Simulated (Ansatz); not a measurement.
**What a trial cell of Ru relaxes into**

Method: Ansatz 0.2.0, DFT r2SCAN, scalar-relativistic, plane waves, PAW. Cutoff 500 eV, Γ-centred k mesh, Gaussian smearing, no spin polarisation in the final step.

The start puts Ru on the grey arsenic (A7) structure type (R-3m, No. 166), at a guessed volume.

```
CELL_PARAMETERS angstrom
1.63987 0.94678 3.04094
-1.63987 0.94678 3.04094
0.00000 -1.89356 3.04094
ATOMIC_POSITIONS crystal
Ru 0.22754 0.22754 0.22754
Ru 0.77246 0.77246 0.77246
```

Cell and atoms relax at zero pressure; the relaxation can't lower the symmetry of the start. After a coarse first stage the cell is made exact in the group found at 0.06 Å.

Energies count from the standard state of Ru at the same level.

Q: Describe the relaxed structure.

A: It ends in Im-3m (No. 229). The result has the bcc structure. Conventional cell: a = 3.031 Å. Ru is coordinated by 8 Ru at 2.63 Å and 6 Ru at 3.03 Å.

```
Ru
1.0
    -1.51573    1.51573    1.51573
     1.51573   -1.51573    1.51573
     1.51573    1.51573   -1.51573
Ru
1
Direct
  0.00000 0.00000 0.00000
```

Q: What are its volume, energy, density and gap?

A: The volume per atom is 13.93 Å³ and the density is 12.05 g/cm³. The energy over the standard structure is 0.66 eV/atom and the gap on the 26×26×26 mesh is 0 eV (a metal).

The final run used a 26×26×26 mesh on its 1-atom cell and 0.10 eV smearing. For metals, differences of a few meV/atom aren't resolved. Symmetry constrained the relaxation, so the result can be a saddle point.